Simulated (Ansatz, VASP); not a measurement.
This is a calculation of Na for Ansatz 0.2.0. 

The input input.yaml:

```yaml
crystal:
  lattice:
    - [-2.141, 2.141, 2.141]
    - [2.141, -2.141, 2.141]
    - [2.141, 2.141, -2.141]
  atoms:
    - { symbol: Na, position: [0.0, 0.0, 0.0] }
kpoints:
  mp_grid: { grid: [9, 9, 9] }
scf:
  occupations: { method: gaussian, width: 0.05 }
hamiltonian:
  xc: lda
  pseudopotentials: { kind: all_electron, lapw: { basis_error: 0.001 } }
output:
  forces: true
  stress: true
  eigenvalues: true
```

Potentials or basis: all-electron LAPW, scalar-relativistic.

Command:

```sh
$ ansatz run input.yaml --threads 1 --pin off --max-ram 3072MiB --backend cpu --events-out ev --progress --plain --runs-dir out
```

What does the same run look like in VASP 6.6.1? Potentials or basis there: LDA PAW files Na_sv_GW, 550 eV.

As run (cutoffs and basis follow the program's own potentials, and thresholds, step limits or extra output files can differ):

INCAR

```
  PREC = Accurate
  ENCUT = 550
  EDIFF = 1E-6
  ISMEAR = 0
  SIGMA = 0.05
  LREAL = False
  LASPH = True
  NELM = 60
  ALGO = Normal
  ISIF = 2
  LWAVE = False
  LCHARG = False
  GGA = CA
```

The input KPOINTS:

```
regular mesh
0
Gamma
  9 9 9
```

POSCAR

```
Na
1.0
   -2.1410000000      2.1410000000      2.1410000000
    2.1410000000     -2.1410000000      2.1410000000
    2.1410000000      2.1410000000     -2.1410000000
Na
1
Direct
    0.0000000000      0.0000000000      0.0000000000
```

Potentials or basis: VASP PAW LDA potentials, release 64 (Na_sv_GW).

The run is started by

```console
$ cat potpaw_LDA.64/Na_sv_GW/POTCAR > POTCAR
$ mpirun -np 1 vasp_std > vasp.out
```

Both were run:

|  | Ansatz | VASP |
| --- | --- | --- |
| Pressure | -1.1 GPa | -1.6 GPa |

Where Ansatz's input types no cutoff or centring, it takes its own default and a Γ-centred mesh.

The two programs' LDA may be different fits to the electron gas.

Pressure is positive in compression.
